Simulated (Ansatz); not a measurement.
Computed with DFT PBE, scalar-relativistic, plane waves, PAW in Ansatz. All cells share a 420 eV cutoff and Γ-centred k meshes spaced at most about 0.3 Å⁻¹ (2π included). No spin polarisation in the final relaxations.

All energies are static (0 K, no zero-point motion).

Compare these two cells of LiF, each relaxed at this level.

1.

```yaml
crystal:
  lattice:
    - [5.26299, 0.00000, 0.00000]
    - [2.32274, 4.92510, 0.00000]
    - [1.98304, 1.55246, 4.87962]
  atoms:
    - { symbol: Li, position: [0.76391, 0.99368, 0.16384] }
    - { symbol: Li, position: [0.63125, 0.34104, 0.52909] }
    - { symbol: Li, position: [0.29891, 0.90450, 0.48428] }
    - { symbol: Li, position: [0.20014, 0.14552, 0.83618] }
    - { symbol: Li, position: [0.37107, 0.62362, 0.13169] }
    - { symbol: Li, position: [0.85771, 0.72525, 0.83723] }
    - { symbol: F, position: [0.68390, 0.66488, 0.23569] }
    - { symbol: F, position: [0.50700, 0.81316, 0.76733] }
    - { symbol: F, position: [0.09976, 0.95820, 0.21965] }
    - { symbol: F, position: [0.90066, 0.08669, 0.75705] }
    - { symbol: F, position: [0.45455, 0.24452, 0.31147] }
    - { symbol: F, position: [0.23115, 0.49895, 0.72650] }
```

2.

```yaml
crystal:
  lattice:
    - [2.59488, -5.24327, 0.00000]
    - [2.59488, 5.24327, 0.00000]
    - [-1.37290, 0.00000, 2.72847]
  atoms:
    - { symbol: Li, position: [0.30909, 0.23116, 0.16869] }
    - { symbol: Li, position: [0.76884, 0.69091, 0.83131] }
    - { symbol: Li, position: [0.83490, 0.16510, 0.50000] }
    - { symbol: F, position: [0.40581, 0.59419, 0.50000] }
    - { symbol: F, position: [0.01123, 0.98877, 0.50000] }
    - { symbol: F, position: [0.67013, 0.32987, 0.50000] }
```

Question: Which form is favoured at zero pressure, and by what margin per atom?

Answer: Cell 1 is lower, by 143 meV/atom. Cell 1 has space group P1 (No. 1), 10.5 Å³/atom and a gap of 7.13 eV on its mesh; cell 2 has space group C2 (No. 5), 12.4 Å³/atom and a gap of 5.58 eV. Counting F atoms around Li (those within 1.25 times the shortest such distance or 1.15 times the sum of covalent radii; a plus sign parts nearer from farther groups; a slash parts the counts of unlike sites), cell 1 has Li 4/6 and cell 2 has Li 2/3+1. The denser one is the lower, and pressure would at first widen the difference. Both come from invented guesses. The part of the Crystallography Open Database at hand lists LiF in space group No. 225, which no cell shown has.

Kohn–Sham gaps at this level usually fall short of measured ones. Cells relaxed within their symmetry can be saddle points. The P1 cell of LiF came from shaking the C2 one.
